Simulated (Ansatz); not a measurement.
What does this script print? It uses the Python package of Ansatz (0.2.0).

The script, `layers_w.py`:
```python
import ansatz as az
from ase import Atoms
from ase.build import surface
import numpy as np
from tabulate import tabulate

atoms = Atoms(
    ["W"],
    scaled_positions=[
        (0.0, 0.0, 0.0),
    ],
    cell=[
        (0.0, 2.03, 2.03),
        (2.03, 0.0, 2.03),
        (2.03, 2.03, 0.0),
    ],
    pbc=True,
)
rows = []
for value in [2, 3, 4, 5]:
    slab = surface(atoms, (1, 0, 0), value, vacuum=6.0)
    slab.pbc = True
    calc = az.Crystal.from_ase(slab).calculation()
    calc = calc.functional(az.Functional.PBE).occupations("cold")
    calc = calc.kpoints(7, 7, 1).electric_field(axis=3, dipole_correction=True)
    r = calc.run().report
    face = r["work_function"]
    rows.append((value, len(slab), r["free_energy_ev"], face["dipole_moment_e_ang"], face.get("phi_plus_ev"), face.get("phi_minus_ev")))

print(tabulate(rows, headers=["layers", "atoms", "F (eV)", "dipole (e A)", "phi upper (eV)", "phi lower (eV)"], floatfmt=".4f", missingval="-"))
slope, intercept = np.polyfit([row[1] for row in rows[1:]], [row[2] for row in rows[1:]], 1)
area = np.linalg.norm(np.cross(slab.cell[0], slab.cell[1]))
print(f"bulk {slope:.4f} eV/atom, mean surface energy {intercept / (2 * area) * 16.02177:.3f} J/m^2")
```

```console
$ python layers_w.py
DeckWarning: basis.ecutwfc = 420 eV, auto-derived from the records' recommended cutoffs: set by W (normal level)
RunWarning: efield: at this solve's end the planar-averaged density reaches 5.77e-5 e/Å³ inside the ramp window [0.8803, 0.1197] (bound 1e-5 e/Å³); the window's nearer edge stands 4.28 Å from this [...]
  layers    atoms       F (eV)    dipole (e A)    phi upper (eV)    phi lower (eV)
--------  -------  -----------  --------------  ----------------  ----------------
       2        2  -20766.2379          0.0001            4.8781            4.8816
       3        3  -31150.5833          0.0000            4.8494            4.8501
       4        4  -41534.9688         -0.0000            4.9197            4.9201
       5        5  -51919.3278         -0.0000            4.9499            4.9498
bulk -10384.3723 eV/atom, mean surface energy 2.839 J/m^2
```
(Warnings from the package without file and line, shortened, repeats left out.)

Caveats:
- Total energies depend on the potentials; only differences at equal settings carry meaning.
- The density doesn't vanish in the vacuum (a short gap or a low cutoff), which blurs the vacuum level.
- For a metal this k-point mesh is coarse: on a finer one energies can move by several to tens of meV an atom and pressures by half a GPa or more, differences at one mesh by less.
- Spin-orbit coupling, which matters for elements this heavy, is left out.
- This isn't the structure that W takes at ambient conditions.
- The slabs are thin, unrelaxed cuts of the structure as given, on a modest mesh, so the surface energy isn't converged; Miller indices refer to the cell as typed, and unlike faces give only a mean.
- Wall time of the script: 8 s on 1 thread of AMD EPYC 7R43 64-Core Processor (Zen 3), on a shared host, peak memory 0.47 GiB.

(Lines on the test bed's own set-up are left out of the output.)
